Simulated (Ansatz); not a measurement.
# PbS: band gap under strain

Aim: follow the gap of PbS in the rocksalt structure through these states: -2.0 % biaxial strain in x and y, free along z; -1.0 % biaxial strain in x and y, free along z; +1.0 % biaxial strain in x and y, free along z. The table at the end shows which levels were run.

Program: Ansatz 0.2.0. PAW datasets, plane waves. No spin polarisation and no zero-point or thermal motion.

## 1. The system as given

The unstrained cell was relaxed with r2SCAN; in each strained cell the atoms were relaxed again with r2SCAN. Names of k-points are those of the unstrained zone, where strain can split equivalent points. First state: -2.0 % biaxial strain in x and y, free along z.

It is tetragonal, I4/mmm (No. 139); a = 4.140 Å, c = 6.003 Å in the conventional setting, 25.73 Å³ an atom. Near Pb stand 6 S at 2.93–3.00 Å; near S stand 6 Pb at 2.93–3.00 Å.

Coordinates:

```
CELL_PARAMETERS angstrom
0.00000 2.92749 3.00170
2.92749 0.00000 3.00170
2.92749 2.92749 0.00000
ATOMIC_POSITIONS crystal
Pb 0.00000 0.00000 0.00000
S 0.50000 0.50000 0.50000
```

From earlier runs on the unstrained cell: PBE 0.43 eV, r2SCAN 0.69 eV, HSE06 0.88 eV, r2SCAN+SOC 0.20 eV, G0W0 0.61 eV (on its mesh); a = 5.974 Å.

## 2. -2.0 % biaxial strain in x and y, free along z: PBE

Contents of input.yaml:

```yaml
crystal:
  lattice:
    - [0.0, 2.9274880227, 3.0017010122]
    - [2.9274880227, 0.0, 3.0017010122]
    - [2.9274880227, 2.9274880227, 0.0]
  atoms:
    - { symbol: Pb, position: [0.0, 0.0, 0.0] }
    - { symbol: S, position: [0.5, 0.5, 0.5] }
kpoints:
  mp_grid: { grid: [8, 8, 8] }
  band_path:
    path:
      - [0.0, 0.0, 0.0]
      - [0.5, 0.0, 0.5]
      - [0.625, 0.25, 0.625]
      - [0.375, 0.375, 0.75]
      - [0.5, 0.5, 0.5]
      - [0.5, 0.25, 0.75]
      - [0.0, 0.0, 0.5]
    npoints: 1
hamiltonian:
  xc: pbe
scf:
  occupations: { method: fermi_dirac, width: 0.02 }
  n_extra_bands: 4
output:
  forces: true
  stress: true
  eigenvalues: true
```

Started as:

```bash
$ ansatz run input.yaml --threads 2 --pin off --max-ram 29491MiB --backend cpu --events-out ev --progress --plain --runs-dir out
```

The runs that follow: -2.0 % biaxial strain in x and y, free along z: r2SCAN; -2.0 % biaxial strain in x and y, free along z: HSE06; -2.0 % biaxial strain in x and y, free along z: r2SCAN+SOC; -1.0 % biaxial strain in x and y, free along z: PBE; -1.0 % biaxial strain in x and y, free along z: r2SCAN; -1.0 % biaxial strain in x and y, free along z: HSE06; -1.0 % biaxial strain in x and y, free along z: r2SCAN+SOC; -1.0 % biaxial strain in x and y, free along z: r2SCAN; -1.0 % biaxial strain in x and y, free along z: G0W0@PBE; +1.0 % biaxial strain in x and y, free along z: PBE; +1.0 % biaxial strain in x and y, free along z: r2SCAN; +1.0 % biaxial strain in x and y, free along z: HSE06; +1.0 % biaxial strain in x and y, free along z: r2SCAN+SOC; +1.0 % biaxial strain in x and y, free along z: r2SCAN; +1.0 % biaxial strain in x and y, free along z: G0W0@PBE.

Q: Predict the outcome of this session.

As calculated:

Least gap in eV (negative: overlap), with the change from the unstrained cell in brackets. G0W0 is on its own coarse mesh.

```
                                         state  volume change (%)           PBE        r2SCAN         HSE06          G0W0
-2.0 % biaxial strain in x and y, free along z               -3.5  0.29 (-0.14)  0.54 (-0.15)  0.71 (-0.17)             –
-1.0 % biaxial strain in x and y, free along z               -1.8  0.37 (-0.06)  0.62 (-0.07)  0.80 (-0.08)  0.52 (-0.09)
+1.0 % biaxial strain in x and y, free along z               +1.7  0.49 (+0.06)  0.75 (+0.06)  0.94 (+0.06)  0.68 (+0.07)
```

**Reading.** The largest move of the HSE06 gap in the table is -0.170 eV, under -2.0 % biaxial strain in x and y, free along z. PBE and HSE06 differ by 0.44 eV on the unstrained gap, and by at most 0.02 eV on its change: the two disagree on the size of the gap but agree on its response to strain. Spin-orbit coupling is left out of the table, though the cell holds Pb (Z = 82); in an element this heavy it can shift bands and gaps by tenths of an eV. G0W0 values are finite-basis, finite-mesh values.
